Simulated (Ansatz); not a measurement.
Start from RbBr in the rock salt structure (space group Fm-3m, No. 225; a = 6.8433 Å). Axes: x, y, z lie along the cube axes.

Computed with PBEsol (Ansatz, a first-principles code, PAW, scalar-relativistic without spin-orbit coupling).

Perturbation: the cell is scaled by 1.0200 in all directions, atoms relaxed at fixed cell.

Q: Predict the stress tensor and what it implies for the stiffness.

A: Stress of the strained cell less that of the base (GPa, compression positive):
```
  -0.71    0.00    0.00
   0.00   -0.71    0.00
   0.00    0.00   -0.71
```

Then B = −ΔP/(ΔV/V₀) with ΔV/V₀ = 0.0612 gives secant stiffness values (nonlinear terms included at this strain): B ≈ 12 GPa.

As a check, the harmonic strain energy −½ V₀ Δσ:ε is 5.3 meV/atom; the computed energy rise is 5.7 meV/atom.

Stability against distortions was not tested.
